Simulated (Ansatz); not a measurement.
## Is Au-Ta stack of (100) layers a stable metal?

The plan: relax Au-Ta stack of (100) layers, check its phonons, and, if the lattice is stable, compute its Eliashberg function and ρ(T).

Calculated with Ansatz 0.2.0; DFT PBEsol, scalar-relativistic, plane waves, PAW; PAW set soft_1.

### Step 1. Set-up

The cell holds 2 atoms: 1 Au and 1 Ta. Its edges and angles: a = 2.949 Å, b = 2.949 Å, c = 13.085 Å, α = 90.0°, β = 90.0°, γ = 90.0°. Vacuum lies along c.

### Step 2. Rough relaxation

Large forces or a large pressure at the start call for a first relaxation with loose thresholds.

input.yaml

```yaml
crystal:
  lattice:
    - [2.94887, 0.0, 0.0]
    - [0.0, 2.94887, 0.0]
    - [0.0, 0.0, 13.08517]
  atoms:
    - { symbol: Au, position: [0.0, 0.0, 0.42032318] }
    - { symbol: Ta, position: [0.5, 0.5, 0.57967682] }
  periodic: [true, true, false]
kpoints:
  mp_grid: { grid: [6, 6, 1] }
hamiltonian:
  xc: pbesol
  pseudopotentials: { kind: paw, azcp: { folder: soft_1 }, xc_functional: pbe }
scf:
  occupations: { method: gaussian, width: 0.1 }
output:
  forces: true
  stress: true
  eigenvalues: true
relax:
  adjacent_minimum: "off"
  f_tol: 0.05
  max_steps: 80
  cell: { stress_2d_tol: 0.02 }
```

On the command line:

```sh
$ ansatz run input.yaml --threads 4 --pin off --max-ram 12288MiB --backend cpu --events-out ev --progress --plain --runs-dir out
```

Numbers of over 12 decimals in the logs are rounded to 6 here.

The program printed:

```text
Warning: crystal.periodic: the lattice vector that does not repeat stood 0.000° off the slab's normal, 13.085 Å along it as the deck builds it. The run solves the slab on a vector along the normal, 27.970 Å long, with every atom where it was (on the deck's vector they left 11.00 Å outside them, and the widest stretch free of ions among them is 2.09 Å). A fractional position that the run reports is one of the run's ce [...]
The last accepted step is kept in <dir> (removed where the run ends without a failure and the disk answers)
crystal.periodic: the lattice vector that does not repeat stood 0.000° off the slab's normal, 13.085 Å along it as the deck builds it. The run solves the slab on a vector along the normal, 27.970 Å long, with every atom where it was (on the deck's vector they left 11.00 Å outside them, and the widest stretch free of ions among them is 2.09 Å). A fractional position that the run reports is one of the run's cell, which [...]
Engine: ansatz 0.2.0, aarch64-unknown-linux-gnu
Pseudopotentials: kind: paw
Pseudopotential: Au, paw, valence charge 19, recommended cutoff 420 eV (normal), soft_1/Au.paw.azcp
Pseudopotential: Ta, paw, valence charge 13, recommended cutoff 420 eV (normal), soft_1/Ta.paw.azcp
Functional definition: PBEsol
  exchange = pbesol_x
  correlation = pbesol_c
Crystal: 2 atoms, lattice volume = 243.225 Å³
Basis set: ecut = 420 eV, 4625 PW (Γ), exchange–correlation on 40×40×384 points (8 copies of the dense FFT grid, shifted against one another)
Bands: 20, of which v1, the nominal top of the filled ones, is band 16 counted from 1 (15 counted from 0)
Symmetry: 8 space group operations
Space group: P4mm (ITA 99), of the structure as read, at distance tolerance 6.2e-5 Å
k-points: 10 of 36
Non-local potential: Au, projectors of the file, l = 0: 3, l = 1: 2, l = 2: 2, l = 3: 1
Non-local potential: Ta, projectors of the file, l = 0: 3, l = 1: 2, l = 2: 2, l = 3: 1
PAW form: soft (Blöchl's): semilocal exchange-correlation on the pseudo side does not see the compensation charge
PAW frozen core: Au, regenerated for the run's functional, and the local potential with it (the file was generated under x = pbe(κ = 0.804, μ = 0.219515), c = pbe(β = 0.066725))
PAW frozen core: Ta, regenerated for the run's functional, and the local potential with it (the file was generated under x = pbe(κ = 0.804, μ = 0.219515), c = pbe(β = 0.066725))
PAW one-centre angular grid: Au, 590 points (default); XC on 64 Gauss nodes
PAW one-centre angular grid: Ta, 590 points (default); XC on 64 Gauss nodes
Initial density: superposition of atomic densities (neutral atoms: chi_scale 0, normalization atom)
Initial wavefunctions: pseudopotential atomic-orbital guess
Functional: x = pbesol(κ = 0.804, μ = 0.123457), c = pbesol(β = 0.046)
SCF iter   1: F=—  HF=-22815.034899 eV  |F-HF|=—  |Δ(HF+E_count)|=         —  Δρ=3.83e-2  dr2=1.38e1  ethr=3.10e-3  ⟨swp⟩=11.8  Hψ=1526  notcnv=0
preconditioner: auto → LDOS  [insulator: Δε(μ)=0.149 eV  Ē_g=4.784 eV  σ=0.100 eV  W_gap=0.64  n_scr=16 (ndim 8)  ℏωp=9.5 eV  f_vac=0.762  D(μ)=3.80/eV (n_scr^D=14)  ε∞_Penn≈5.0  β→1.0]
SCF iter   2: F=—  HF=-22813.940843 eV  |F-HF|=—  |Δ(HF+E_count)|=    1.09e0  Δρ=2.28e-2  dr2=2.21e0  ethr=3.10e-3  ⟨swp⟩=4.5  Hψ=678  notcnv=0  defer=1
SCF iter   3: F=—  HF=-22813.696201 eV  |F-HF|=—  |Δ(HF+E_count)|=   2.45e-1  Δρ=7.39e-3  dr2=1.09e0  ethr=3.10e-3  ⟨swp⟩=3.7  Hψ=566  notcnv=0  defer=1
SCF iter   4: F=—  HF=-22813.583785 eV  |F-HF|=—  |Δ(HF+E_count)|=   1.12e-1  Δρ=2.18e-3  dr2=1.88e-2  ethr=3.10e-3  ⟨swp⟩=2.8  Hψ=345  notcnv=0  defer=1
SCF iter   5: F=—  HF=-22813.593342 eV  |F-HF|=—  |Δ(HF+E_count)|=   9.56e-3  Δρ=1.08e-3  dr2=8.15e-3  ethr=5.87e-5  ⟨swp⟩=2.7  Hψ=440  notcnv=0  defer=1
SCF iter   6: F=—  HF=-22813.593088 eV  |F-HF|=—  |Δ(HF+E_count)|=   2.54e-4  Δρ=6.82e-4  dr2=2.94e-3  ethr=2.55e-5  ⟨swp⟩=2.9  Hψ=332  notcnv=0  defer=1
SCF iter   7: F=—  HF=-22813.593144 eV  |F-HF|=—  |Δ(HF+E_count)|=   5.64e-5  Δρ=2.24e-4  dr2=4.66e-4  ethr=9.18e-6  ⟨swp⟩=2.6  Hψ=315  notcnv=0  defer=1
SCF iter   8: F=—  HF=-22813.593154 eV  |F-HF|=—  |Δ(HF+E_count)|=   9.91e-6  Δρ=7.71e-5  dr2=2.58e-5  ethr=1.46e-6  ⟨swp⟩=2.7  Hψ=316  notcnv=0  defer=1
SCF iter   9: F=—  HF=-22813.593160 eV  |F-HF|=—  |Δ(HF+E_count)|=   5.69e-6  Δρ=2.77e-5  dr2=4.25e-6  ethr=8.06e-8  ⟨swp⟩=3.0  Hψ=382  notcnv=0  defer=1
SCF iter  10: F=—  HF=-22813.593160 eV  |F-HF|=—  |Δ(HF+E_count)|=   2.91e-7  Δρ=1.15e-5  dr2=6.95e-7  ethr=1.33e-8  ⟨swp⟩=3.5  Hψ=387  notcnv=0  defer=1
SCF iter  11: F=—  HF=-22813.593160 eV  |F-HF|=—  |Δ(HF+E_count)|=   3.00e-7  Δρ=5.92e-6  dr2=3.35e-7  ethr=2.17e-9  ⟨swp⟩=2.8  Hψ=307  notcnv=0  defer=1
SCF iter  12: F=-22813.593160 eV  HF=-22813.593160 eV  |F-HF|=3.33e-9  |Δ(HF+E_count)|=   5.48e-8  Δρ=2.55e-6  dr2=3.62e-8  ethr=3.13e-10  ⟨swp⟩=8.6  Hψ=1243  notcnv=0
SCF 1 converged in 12 iterations: F = -22813.593160 eV  dr2 = 3.62e-8
  greatest PAW one-centre occupation: 1.000 electrons in one spin orbital (limit 2), on the Au atom at site 0 (counted from 0), in its partial waves of l = 0
relax step   1: F+E_penalty+E_count = -22813.59316048 eV  Δ(F+E_penalty+E_count) = +0.000e0 eV  max|allowed force component| = 1.278e0 eV/Å  Δτ_max = 0.0000 Å  P = -10.950 N/m  Ω = 243.225 Å³  fix = [c, alpha, beta]  reactions: c +0.000 N/m  (12 SCF iters, dr2 threshold 1.00e-7 eV, accepted)
Crystal: 2 atoms, lattice volume = 223.842 Å³
Basis set: ecut = 420 eV, 4417 PW (Γ), exchange–correlation on 40×40×384 points (8 copies of the dense FFT grid, shifted against one another)
Initial density: handed on by an earlier stage of this run
Initial wavefunctions: those handed on with the density
SCF iter   1: F=—  HF=-22813.925449 eV  |F-HF|=—  |Δ(HF+E_count)|=         —  Δρ=1.65e-2  dr2=1.55e0  ethr=3.10e-3  ⟨swp⟩=11.3  Hψ=1404  notcnv=0
preconditioner: auto → LDOS  [insulator: Δε(μ)=0.118 eV  Ē_g=6.430 eV  σ=0.100 eV  W_gap=0.58  n_scr=16 (ndim 8)  ℏωp=9.9 eV  f_vac=0.778  D(μ)=3.00/eV (n_scr^D=12)  ε∞_Penn≈3.4  β→1.0]
SCF iter   2: F=—  HF=-22813.802766 eV  |F-HF|=—  |Δ(HF+E_count)|=   1.23e-1  Δρ=1.28e-2  dr2=5.84e-1  ethr=3.10e-3  ⟨swp⟩=3.8  Hψ=533  notcnv=0  defer=1
SCF iter   3: F=—  HF=-22813.705273 eV  |F-HF|=—  |Δ(HF+E_count)|=   9.75e-2  Δρ=2.40e-3  dr2=5.79e-2  ethr=1.83e-3  ⟨swp⟩=3.1  Hψ=480  notcnv=0  defer=1
SCF iter   4: F=—  HF=-22813.706847 eV  |F-HF|=—  |Δ(HF+E_count)|=   1.57e-3  Δρ=1.43e-3  dr2=6.77e-3  ethr=1.81e-4  ⟨swp⟩=3.0  Hψ=432  notcnv=0  defer=1
SCF iter   5: F=—  HF=-22813.706182 eV  |F-HF|=—  |Δ(HF+E_count)|=   6.64e-4  Δρ=6.40e-4  dr2=2.74e-3  ethr=2.11e-5  ⟨swp⟩=3.5  Hψ=431  notcnv=0  defer=1
[...]
preconditioner: auto → LDOS  [insulator: Δε(μ)=0.114 eV  Ē_g=6.187 eV  σ=0.100 eV  W_gap=0.53  n_scr=16 (ndim 8)  ℏωp=10.1 eV  f_vac=0.764  D(μ)=2.32/eV (n_scr^D=12)  ε∞_Penn≈3.7  β→1.0]
SCF iter   2: F=—  HF=-22814.085953 eV  |F-HF|=—  |Δ(HF+E_count)|=   4.27e-2  Δρ=7.02e-3  dr2=2.23e-1  ethr=1.87e-3  ⟨swp⟩=2.6  Hψ=353  notcnv=0
SCF iter   3: F=—  HF=-22814.053478 eV  |F-HF|=—  |Δ(HF+E_count)|=   3.25e-2  Δρ=1.55e-3  dr2=1.33e-2  ethr=6.98e-4  ⟨swp⟩=2.7  Hψ=456  notcnv=0
SCF iter   4: F=—  HF=-22814.053926 eV  |F-HF|=—  |Δ(HF+E_count)|=   4.47e-4  Δρ=5.40e-4  dr2=1.52e-3  ethr=4.16e-5  ⟨swp⟩=3.1  Hψ=409  notcnv=0
SCF iter   5: F=—  HF=-22814.054060 eV  |F-HF|=—  |Δ(HF+E_count)|=   1.34e-4  Δρ=1.77e-4  dr2=7.70e-5  ethr=4.75e-6  ⟨swp⟩=2.4  Hψ=313  notcnv=0
SCF iter   6: F=—  HF=-22814.054091 eV  |F-HF|=—  |Δ(HF+E_count)|=   3.11e-5  Δρ=7.00e-5  dr2=3.08e-5  ethr=2.41e-7  ⟨swp⟩=3.5  Hψ=463  notcnv=0
SCF iter   7: F=—  HF=-22814.054094 eV  |F-HF|=—  |Δ(HF+E_count)|=   2.92e-6  Δρ=3.83e-5  dr2=1.65e-5  ethr=9.61e-8  ⟨swp⟩=3.1  Hψ=386  notcnv=0
SCF iter   8: F=—  HF=-22814.054095 eV  |F-HF|=—  |Δ(HF+E_count)|=   9.87e-7  Δρ=1.81e-5  dr2=2.85e-6  ethr=5.16e-8  ⟨swp⟩=2.9  Hψ=319  notcnv=0
SCF iter   9: F=-22814.054096 eV  HF=-22814.054095 eV  |F-HF|=3.50e-7  |Δ(HF+E_count)|=   1.84e-7  Δρ=6.58e-6  dr2=9.51e-8  ethr=6.25e-10  ⟨swp⟩=10.5  Hψ=1412  notcnv=0
SCF 3 converged in 9 iterations: F = -22814.054096 eV  dr2 = 9.51e-8
relax step   3: F+E_penalty+E_count = -22814.05409553 eV  Δ(F+E_penalty+E_count) = -3.478e-1 eV  max|allowed force component| = 2.190e-1 eV/Å  Δτ_max = 0.1806 Å  P = -3.517 N/m  Ω = 217.485 Å³  energy of the carried Pulay correction = +8.038e-4 eV  fix = [c, alpha, beta]  reactions: c -0.000 N/m  (9 SCF iters, dr2 threshold 2.00e-7 eV, accepted)
[...]
relax step   4: F+E_penalty+E_count = -22814.08937781 eV  Δ(F+E_penalty+E_count) = -3.528e-2 eV  max|allowed force component| = 2.687e-2 eV/Å  Δτ_max = 0.0224 Å  P = -0.548 N/m  Ω = 208.851 Å³  energy of the carried Pulay correction = +1.094e-3 eV  fix = [c, alpha, beta]  reactions: c -0.000 N/m  (8 SCF iters, dr2 threshold 2.00e-7 eV, accepted)
[...]
relax step   5: F+E_penalty+E_count = -22814.09016977 eV  Δ(F+E_penalty+E_count) = -7.920e-4 eV  max|allowed force component| = 4.810e-3 eV/Å  Δτ_max = 0.0048 Å  P = +0.093 N/m  Ω = 207.216 Å³  energy of the carried Pulay correction = +1.150e-3 eV  fix = [c, alpha, beta]  reactions: c +0.000 N/m  (7 SCF iters, dr2 threshold 2.00e-7 eV, accepted)
[...]
relax step   6: F+E_penalty+E_count = -22814.09018261 eV  Δ(F+E_penalty+E_count) = -1.284e-5 eV  max|allowed force component| = 3.064e-6 eV/Å  Δτ_max = 0.0006 Å  P = +0.003 N/m  Ω = 207.432 Å³  energy of the carried Pulay correction = +1.143e-3 eV  fix = [c, alpha, beta]  reactions: c +0.000 N/m  (5 SCF iters, dr2 threshold 1.47e-8 eV, accepted)
Initial wavefunctions: pseudopotential atomic-orbital guess (no wavefunctions were taken with the density)
iter 1 solved again at ethr=5.90e-6 eV; its pass at ethr=3.10e-3 eV (dr2=1.89e-3 eV) is discarded
SCF iter   1: F=—  HF=-22814.089157 eV  |F-HF|=—  |Δ(HF+E_count)|=         —  Δρ=1.07e-4  dr2=3.19e-6  ethr=5.90e-6  ⟨swp⟩=4.6  Hψ=2285  notcnv=0
eigensolver tolerance schedule: the retry pair's looser diagonalisation over-reported the residual by 590.65 of it (diagonalisation noise at an unbounded share of the residual, at the tolerance the schedule requests for it); recorded, not acted on — ethr = c·dr2/N_el stays at c = 1.0e-1
preconditioner: auto → LDOS  [insulator: Δε(μ)=0.153 eV  Ē_g=6.403 eV  σ=0.100 eV  W_gap=0.54  n_scr=16 (ndim 8)  ℏωp=10.3 eV  f_vac=0.761  D(μ)=3.39/eV (n_scr^D=14)  ε∞_Penn≈3.6  β→1.0]
SCF iter   2: F=—  HF=-22814.089148 eV  |F-HF|=—  |Δ(HF+E_count)|=   8.56e-6  Δρ=2.02e-5  dr2=7.32e-7  ethr=9.97e-9  ⟨swp⟩=5.3  Hψ=656  notcnv=0
SCF iter   3: F=—  HF=-22814.089148 eV  |F-HF|=—  |Δ(HF+E_count)|=   8.96e-8  Δρ=1.13e-5  dr2=2.58e-7  ethr=2.29e-9  ⟨swp⟩=2.8  Hψ=426  notcnv=0
SCF iter   4: F=—  HF=-22814.089148 eV  |F-HF|=—  |Δ(HF+E_count)|=   5.81e-8  Δρ=3.13e-6  dr2=1.82e-8  ethr=8.06e-10  ⟨swp⟩=3.7  Hψ=432  notcnv=0
SCF iter   5: F=—  HF=-22814.089148 eV  |F-HF|=—  |Δ(HF+E_count)|=   1.42e-8  Δρ=4.18e-7  dr2=1.16e-9  ethr=5.69e-11  ⟨swp⟩=3.0  Hψ=410  notcnv=0
SCF iter   6: F=—  HF=-22814.089148 eV  |F-HF|=—  |Δ(HF+E_count)|=   4.36e-9  Δρ=1.19e-7  dr2=7.59e-11  ethr=3.61e-12  ⟨swp⟩=2.9  Hψ=343  notcnv=0
SCF iter   7: F=—  HF=-22814.089148 eV  |F-HF|=—  |Δ(HF+E_count)|=  2.66e-10  Δρ=3.53e-8  dr2=6.62e-12  ethr=1.00e-12  ⟨swp⟩=2.1  Hψ=283  notcnv=0
SCF iter   8: F=-22814.089148 eV  HF=-22814.089148 eV  |F-HF|=1.09e-10  |Δ(HF+E_count)|=  2.29e-10  Δρ=1.58e-8  dr2=3.64e-13  ethr=1.00e-12  ⟨swp⟩=13.7  Hψ=1528  notcnv=0
SCF 7 converged in 8 iterations: F = -22814.089148 eV  dr2 = 3.64e-13
relax step   7: F+E_penalty+E_count = -22814.08914802 eV  Δ(F+E_penalty+E_count) = +1.035e-3 eV  max|allowed force component| = 2.692e-4 eV/Å  Δτ_max = 0.0000 Å  P = -0.001 N/m  Ω = 207.432 Å³  fix = [c, alpha, beta]  reactions: c -0.000 N/m  stress off target by 8.18e-4 N/m on what of the cell is left free  SCF on the basis re-selected at this cell (its energy is not comparable with the rows above)  (8 SCF iters)
basis re-selected at this cell: Δ(F+E_penalty+E_count) = +1.035e-3 eV, ΔP = -0.004 N/m vs the last step (what re-selecting the basis moved, of the pressure what is left beyond the Pulay correction that the steps carried, after the strain that the cell walked since its last selection, with what the two solves' SCF thresholds leave and, on support functions, any second-order correction that the steps lacked; it is no m [...]
SCF converged after 8 iterations
Free energy (F): -22814.089148 eV
Harris-Foulkes:  -22814.089148 eV  (|F-HF|=1.09e-10)
Internal energy: -22814.072173 eV  (E = F + TS)
E sigma→0 (E₀):  -22814.080661 eV
Entropy (-TS):   -0.016975 eV (-8.487 meV/atom)
Fermi energy:    -4.821618 eV
--- Per-component energies (eV) ---
  E_band       = -1116.511686
  E_kinetic    = 971.859642
  E_local      = -73547.380591  (includes V_loc(G=0)·N_el)
  E_nonlocal   = 91.688882
  E_hartree    = 36181.374956
  E_xc         = -531.750058
  E_vxc        = -492.982623  (∫ρ·V_xc dr)
  E_paw        = -17771.039413  (= ΣΔE_a)
  E_vpaw       = -502.448664  (= ΣTr[D̂ρ^β])
  E_aug_tail   = 0.001670  (compensation charges beyond the density's cutoff)
  E_ewald      = 31790.649501
  E_core_change = 0.523240  (= ΣΔE_core)
  E_smearing   = -0.016975  (= −TS)
  E_closure    = -0.000000  (closes the sum)
  Σ components = -22814.089148   (vs F -22814.089148, Δ=0.00e0)
--- Forces (eV/Å), atoms counted from 1 ---
  atom   1  Au     0.00000000    -0.00000000    -0.00026921
  atom   2  Ta    -0.00000000     0.00000000     0.00026912
  max |Σ_I F_I| component: 9.18e-8 eV/Å
--- 2D stress c σ (N/m, compression-positive) ---
       -0.000818       0.000000      -0.000000
        0.000000      -0.000818       0.000000
       -0.000000       0.000000      -0.000000
  P = ½ c Tr σ = -0.0008 N/m
--- Band table (eV; the first three rows and the last of 10) ---
  k-point 0: bands = [... 12 lower, -8.5023, -8.0929, -7.4443, -7.3515, -5.2812, -4.2788, -1.0939, -1.0939]
  k-point 1: bands = [... 12 lower, -8.4454, -7.8776, -7.6360, -6.5313, -4.9672, -4.3425, -1.0375, -0.9192]
  k-point 2: bands = [... 12 lower, -8.6626, -8.3096, -7.1806, -5.6569, -4.2772, -3.1266, -1.7038, -0.6118]
  k-point 9: bands = [... 12 lower, -6.9675, -6.1957, -5.1100, -5.1100, -2.1473, -0.1678, -0.1678, 1.7600]
--- Relaxed structure (6 steps of the walk, 6 accepted, 1 SCFs on fresh bases) ---
  F+E_penalty+E_count = -22814.08914802 eV   max|allowed force component| = 2.692e-4 eV/Å   (the final SCF, on the basis selected at the relaxed cell)
  cell:  # Å, volume = 207.4316 Å³
    - [2.723257, 0, 0]
    - [0, 2.723257, 0.0]
    - [0, 0.0, 27.970339]
  atoms:
    - { symbol: Au, position: [0, 0, 0.196025] }
    - { symbol: Ta, position: [0.500000, 0.500000, 0.271798] }
```

Run time: 9.7 s. Hardware: 4 threads of Arm Neoverse V2, shared host; peak memory 0.49 GiB.

Step by step:

```tsv
step	energy less that of the first step (eV)	largest force component (eV/Å)	volume (Å³)
1	0.0000	1.2783	243.23
2	-0.1132	2.5956	223.84
3	-0.4609	0.2190	217.49
4	-0.4962	0.0269	208.85
5	-0.4970	0.0048	207.22
6	-0.4970	0.0000	207.43
7*	-0.4960	0.0003	207.43
```

Relaxation steps marked * repeat the geometry before them on a plane-wave basis chosen anew for their cell, so energy and pressure can jump there.

Forces are held to the 8 operations that the run works with; a distortion that breaks them can't arise in this run.

```tsv
cell as run	before	after	change
a (Å)	2.949	2.723	-7.7 %
b (Å)	2.949	2.723	-7.7 %
```

The atoms that moved most (Å, along periodic axes as changes of fractional coordinates times the final cell, across vacuum about the mean position):

```tsv
atom	dx	dy	dz	length
Au1	0.000	0.000	-0.017	0.017
Ta2	0.000	0.000	0.017	0.017
```

The relaxed structure:

```
Au Ta
1.0
     2.72326    0.00000    0.00000
     0.00000    2.72326    0.00000
     0.00000    0.00000   27.97034
Au Ta
1 1
Direct
  0.00000 0.00000 0.19602
  0.50000 0.50000 0.27180
```

Numbers from this step:

```
metallic on mesh  : yes
gap on the k-mesh : 0 eV
```

The relaxation ends with a largest force component of 2.7e-4 eV/Å.

### Step 3. Relaxing cell and atoms

The structure is brought to rest under this functional.

input.yaml, the sections that differ from step 2:

```yaml
crystal:
  lattice:
    - [2.7232569539, 0.0, 0.0]
    - [0.0, 2.7232569539, 0.0]
    - [0.0, 0.0, 27.970338939]
  atoms:
    - { symbol: Au, position: [0.0, 0.0, 0.196024728] }
    - { symbol: Ta, position: [0.5, 0.5, 0.2717983481] }
  periodic: [true, true, false]
kpoints:
  mp_grid: { grid: [10, 10, 1] }
relax:
  adjacent_minimum: "off"
  f_tol: 0.005
  max_steps: 80
  cell: { stress_2d_tol: 0.02 }
# hamiltonian, scf, output: as in step 2
```

The program printed:

```text
[the first part of the log is left out]
  E_xc         = -531.724495
  E_vxc        = -492.951627  (∫ρ·V_xc dr)
  E_paw        = -17770.834414  (= ΣΔE_a)
  E_vpaw       = -502.125317  (= ΣTr[D̂ρ^β])
  E_aug_tail   = 0.001670  (compensation charges beyond the density's cutoff)
  E_ewald      = 31654.759897
  E_core_change = 0.523240  (= ΣΔE_core)
  E_smearing   = -0.014583  (= −TS)
  E_closure    = -0.000000  (closes the sum)
  Σ components = -22814.096135   (vs F -22814.096135, Δ=0.00e0)
--- Forces (eV/Å), atoms counted from 1 ---
[...]
--- 2D stress c σ (N/m, compression-positive) ---
       -0.000044      -0.000000       0.000000
       -0.000000      -0.000044       0.000000
        0.000000       0.000000      -0.000000
  P = ½ c Tr σ = -0.0000 N/m
--- Band table (eV; the first three rows and the last of 21) ---
[...]
--- Relaxed structure (5 steps of the walk, 4 accepted, 1 SCFs on fresh bases) ---
[...]
cell:  # Å, volume = 209.0007 Å³
    - [2.733537, 0.0, 0]
    - [0.0, 2.733537, 0.0]
    - [0, 0.0, 27.970338939]
  atoms:
    - { symbol: Au, position: [0, 0.0, 0.196787] }
    - { symbol: Ta, position: [0.5, 0.5, 0.271036] }
```

Wall time 14 s (4 threads); peak memory 0.52 GiB.

Step by step:

```tsv
step	energy less that of the first step (eV)	largest force component (eV/Å)	volume (Å³)
1	0.0000	0.1814	207.43
2	0.0058	0.3532	207.93
3	-0.0036	0.0141	209.09
4	-0.0036	0.0031	208.95
5	-0.0036	0.0000	209.00
6	-0.0037	0.0001	209.00
```

The log counts 1 steps on a newly chosen plane-wave basis, not all of them marked here; energy and pressure can jump at such steps. Relaxation step 2 was tried and not accepted.

```tsv
cell as run	before	after	change
a (Å)	2.723	2.734	+0.4 %
b (Å)	2.723	2.734	+0.4 %
```

The atoms that moved most (Å, along periodic axes as changes of fractional coordinates times the final cell, across vacuum about the mean position):

```tsv
atom	dx	dy	dz	length
Au1	0.000	0.000	0.021	0.021
Ta2	0.000	0.000	-0.021	0.021
```

The relaxed structure:

```
Au Ta
1.0
     2.73354    0.00000    0.00000
     0.00000    2.73354    0.00000
     0.00000    0.00000   27.97034
Au Ta
1 1
Cartesian
  0.0000 0.0000 5.5042
  1.3668 1.3668 7.5810
```

The relaxation ends with a largest force component of 5.9e-5 eV/Å.

### Step 4. Relaxing tightly for phonons

No force is left; the cell is relaxed once more with another smearing and tight thresholds.

input.yaml, the sections that differ from step 3:

```yaml
crystal:
  lattice:
    - [2.7335370987, 0.0, 0.0]
    - [0.0, 2.7335370987, 0.0]
    - [0.0, 0.0, 27.970338939]
  atoms:
    - { symbol: Au, position: [0.0, 0.0, 0.1967871017] }
    - { symbol: Ta, position: [0.5, 0.5, 0.2710359744] }
  periodic: [true, true, false]
scf:
  occupations: { method: methfessel_paxton, width: 0.2 }
relax:
  adjacent_minimum: "off"
  f_tol: 0.001
  max_steps: 60
  cell: { stress_2d_tol: 0.002 }
# kpoints, hamiltonian, output: as in step 3
```

The program printed:

```text
[the first part of the log is left out]
  E_xc         = -531.729023
  E_vxc        = -492.957884  (∫ρ·V_xc dr)
  E_paw        = -17770.833189  (= ΣΔE_a)
  E_vpaw       = -502.123064  (= ΣTr[D̂ρ^β])
  E_aug_tail   = 0.001670  (compensation charges beyond the density's cutoff)
  E_ewald      = 31672.290763
  E_core_change = 0.523240  (= ΣΔE_core)
  E_smearing   = -0.003605  (= −TS)
  E_closure    = 0.000000  (closes the sum)
  Σ components = -22814.089978   (vs F -22814.089978, Δ=0.00e0)
[...]
--- 2D stress c σ (N/m, compression-positive) ---
       -0.000431      -0.000000      -0.000000
       -0.000000      -0.000431      -0.000000
       -0.000000      -0.000000      -0.000000
  P = ½ c Tr σ = -0.0004 N/m
--- Band table (eV; the first three rows and the last of 21) ---
[...]
--- Relaxed structure (4 steps of the walk, 4 accepted, 1 SCFs on fresh bases) ---
[...]
cell:  # Å, volume = 208.8818 Å³
    - [2.732760, 0.0, 0]
    - [0.0, 2.732760, 0.0]
    - [0, 0.0, 27.970338939]
  atoms:
    - { symbol: Au, position: [0, 0.0, 0.196774] }
    - { symbol: Ta, position: [0.5, 0.5, 0.271049] }
```

The job ended after 12 s (4 threads; peak memory 0.52 GiB).

Little changed from the start: no atom moved by 0.005 Å and no cell edge by 0.1 %.

(Part 1 of 2 ends here.)

[Logs are printed without paths, hosts, clocks, repeated set-up lines and the standing remarks that a program may print on its own settings, such as how far it seeks lower states.]

[Hosts, paths, dates, database ids (printed as entryN), source tags and the programs' standing remarks are cut or masked in the printed files.]
